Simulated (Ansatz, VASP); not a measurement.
# Hg: VASP beside Ansatz

```xyz
1
Lattice="-1.9931 1.9931 1.7355 1.9931 -1.9931 1.7355 1.9931 1.9931 -1.7355" Properties=species:S:1:pos:R:3 pbc="T T T"
Hg    0.0000    0.0000    0.0000
```

Alike in both runs: task single point; functional PBE; k mesh 6 × 6 × 6; occupations gaussian, width 0.1 eV; no spin polarisation.

|  | VASP | Ansatz |
| --- | --- | --- |
| version | VASP 6.6.1 | Ansatz 0.2.0 |
| potentials or method | VASP PAW PBE potentials, release 64 (Hg) | scalar-relativistic, plane waves, PAW |
| plane-wave cutoff (eV) | 520 | 420 |
| valence electrons in the cell | 12 | 20 |

|  | VASP | Ansatz | Ansatz less VASP |
| --- | --- | --- | --- |
| gap on the k mesh at the Fermi level (eV) | none | none | - |
| pressure (GPa) | 0.2 | 0.0 | -0.16 |
| largest component of the traceless stress (GPa) | 1.05 | 1.04 | -0.013 |

A gap of «none» marks a metal or a gap that the smearing closes. The two sets of potentials don't hold the same shells in valence.

Caveats: the k mesh is coarse (spacing up to 0.40 Å⁻¹), so the values aren't converged. The runs have no spin-orbit coupling, so splittings on Hg are missing.
